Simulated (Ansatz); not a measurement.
KI (P6_3/mmc) from a database structure at its r2SCAN geometry, run in Ansatz at 4 levels of theory. No magnetic order and no zero-point or thermal motion.

The LDA input:
```yaml
crystal:
  lattice:
    - [2.4498408863, -4.2428074294, 0.0]
    - [2.4498408863, 4.2428074294, 0.0]
    - [0.0, 0.0, 8.5908184291]
  atoms:
    - { symbol: K, position: [0.5, 0.5, 0.5] }
    - { symbol: K, position: [0.5, 0.5, 0.0] }
    - { symbol: I, position: [0.8333975635, 0.1666024365, 0.25] }
    - { symbol: I, position: [0.1666024365, 0.8333975635, 0.75] }
kpoints:
  mp_grid: { grid: [6, 6, 4] }
  band_path:
    path:
      - [0.0, 0.0, 0.0]
      - [2.60103e-05, 0.4999934972, 0.0]
      - [-0.3332943177, 0.666640656, 0.0]
      - [0.0, 0.0, 0.5]
      - [2.60103e-05, 0.4999934972, 0.5]
      - [-0.3332943177, 0.666640656, 0.5]
    npoints: 1
hamiltonian:
  xc: lda
scf:
  occupations: { method: fixed }
  n_extra_bands: 5
output:
  forces: true
  stress: true
  eigenvalues: true
```

Main results, then, where recorded, the levels near the gap in eV from the Fermi energy (columns number the bands from 0), one row a point of the path (Γ, M, K, A, L, H):
```
Crystal: 4 atoms, lattice volume = 178.589 Å³
Symmetry: 8 space group operations
Space group: Cmcm (ITA 63)
```
```
Basis set: ecut = 420 eV, 3491 PW (Γ)
k-points: 39 of 144
SCF 1 converged in 6 iterations: F = -17710.020540 eV  dr2 = 6.38e-8
Free energy (F): -17710.020540 eV
Fermi energy:    1.977946 eV
--- Stress (GPa, compression-positive) ---
       -1.359501       0.000000       0.000000
        0.000000      -1.359823       0.000000
        0.000000       0.000000      -1.459885
  P = ⅓ Tr σ = -1.3931 GPa (-13.931 kbar)
```
```tsv
band_23	band_24	band_25	band_26	band_27	band_28
-0.196	0.000	0.000	3.497	5.260	5.462
-0.619	-0.376	-0.354	4.842	5.516	5.529
-0.621	-0.621	-0.594	5.971	5.972	6.010
-0.148	-0.148	-0.148	4.631	4.631	6.099
-0.535	-0.364	-0.364	5.326	5.326	5.442
-0.866	-0.521	-0.521	5.690	5.690	6.794
```

LDA gives a direct gap of 3.50 eV at Γ.

**Question.** Another run on the same cell gave
```
Basis set: ecut = 420 eV, 3491 PW (Γ)
k-points: 39 of 144
SCF 1 converged in 8 iterations: F = -18113.423986 eV  dr2 = 8.30e-8
Free energy (F): -18113.423986 eV
Fermi energy:    2.567811 eV
--- Stress (GPa, compression-positive) ---
        0.461743       0.000000       0.000000
        0.000000       0.460678       0.000000
        0.000000       0.000000       0.465097
  P = ⅓ Tr σ = 0.4625 GPa (4.625 kbar)
```
```tsv
band_46	band_47	band_48	band_49	band_50	band_51	band_52	band_53	band_54	band_55	band_56	band_57
-0.295	-0.295	-0.129	-0.129	0.000	0.000	3.535	3.535	5.215	5.215	5.368	5.368
-0.855	-0.855	-0.489	-0.489	-0.486	-0.486	4.763	4.763	5.444	5.444	5.486	5.486
-0.915	-0.915	-0.725	-0.725	-0.639	-0.639	5.841	5.841	5.941	5.941	5.943	5.943
-0.556	-0.556	-0.154	-0.154	-0.154	-0.154	4.629	4.629	4.629	4.629	6.003	6.003
-0.881	-0.881	-0.454	-0.454	-0.454	-0.454	5.282	5.282	5.282	5.282	5.358	5.358
-0.897	-0.897	-0.691	-0.691	-0.621	-0.621	5.621	5.621	5.627	5.627	6.637	6.637
```
Which level of theory and mesh gave it?

**Answer.** It is PBE+SOC, on 6×6×4; the blocks that differ from the first input, but for the band path:
```yaml
hamiltonian:
  xc: pbe
scf:
  occupations: { method: fixed }
  n_extra_bands: 10
magnetization:
  noncollinear: true
  spin_orbit: true
```
With PBE+SOC the gap is 3.54 eV and direct, at Γ. The mean pressure is +0.46 GPa (compression positive), so PBE+SOC would enlarge the cell's volume.

**Question.** Another run on the same cell gave
```
Basis set: ecut = 500 eV, 4477 PW (Γ)
k-points: 39 of 144
SCF 1 converged in 6 iterations: F = -18147.760606 eV  dr2 = 1.81e-8
Free energy (F): -18147.760606 eV
Fermi energy:    1.908221 eV
--- Stress (GPa, compression-positive) ---
        0.025138       0.000000       0.000000
        0.000000       0.024008       0.000000
        0.000000       0.000000       0.000143
  P = ⅓ Tr σ = 0.0164 GPa (0.164 kbar)
```
```tsv
band_23	band_24	band_25	band_26	band_27	band_28
-0.201	0.000	0.000	4.496	6.069	6.220
-0.599	-0.362	-0.348	5.581	6.340	6.355
-0.611	-0.611	-0.580	6.737	6.737	6.962
-0.140	-0.140	-0.140	5.580	5.580	6.866
-0.527	-0.355	-0.355	6.142	6.142	6.227
-0.824	-0.513	-0.513	6.444	6.444	7.570
```
Which level of theory and mesh gave it?

**Answer.** It is r2SCAN, on 6×6×4; the blocks that differ from the first input, but for the band path:
```yaml
hamiltonian:
  xc: r2scan
```
r2SCAN gives a direct gap of 4.50 eV at Γ. The mean stress is close to zero (0.02 GPa).

HSE06. Against the first input these blocks differ (the band path and keys that only write files left aside):
```yaml
kpoints:
  mp_grid: { grid: [6, 6, 2] }
hamiltonian:
  xc: hse06
```

```
Basis set: ecut = 420 eV, 3491 PW (Γ)
k-points: 26 of 72
SCF 1 stopped early in 2 iterations: F = -18107.309869 eV  dr2 = 2.32e-5
Exchange kernel: α = 0.2500, screened, ω = 0.2079 Å⁻¹, Wigner–Seitz truncation, v(0) = 1044.6223 eV·Å³, q-mesh 6×6×2
SCF 2 stopped early in 5 iterations: F = -18118.778113 eV  dr2 = 1.10e-6
hybrid outer 1: dexx = +5.133e-3 eV, tail = 1.55e-5 eV
SCF 3 converged in 4 iterations: F = -18118.778095 eV  dr2 = 6.27e-10
hybrid outer 2: dexx = +1.425e-7 eV, tail = 6.42e-9 eV, Δε = 2.62e-3 eV, ΔF = 5.73e-4 eV/Å
Free energy (F): -18118.778095 eV
Fermi energy:    1.534445 eV
--- Stress (GPa, compression-positive) ---
        0.269957       0.000000       0.000000
        0.000000       0.268940       0.000000
        0.000000       0.000000       0.254285
  P = ⅓ Tr σ = 0.2644 GPa (2.644 kbar)
```
```tsv
band_23	band_24	band_25	band_26	band_27	band_28
-0.205	0.000	0.000	4.850	6.509	6.796
-0.620	-0.378	-0.369	6.099	6.793	6.818
-0.634	-0.634	-0.618	7.262	7.263	7.334
-0.145	-0.145	-0.145	5.960	5.960	7.417
-0.548	-0.373	-0.373	6.618	6.618	6.712
-0.878	-0.532	-0.532	6.961	6.961	8.108
```

With HSE06 the gap is 4.85 eV and direct, at Γ. The mean stress, +0.3 GPa, is small, and the program warns that its thresholds are loose for a hybrid's stress.

The hybrids run on coarser meshes, which limits their stresses and small splittings of levels.

Totals of different functionals, or with and without spin-orbit coupling, can't be compared.

Only the levels marked +SOC include spin-orbit coupling.

The meshes of the hybrids are coarse, so their gaps aren't converged to the digits shown.
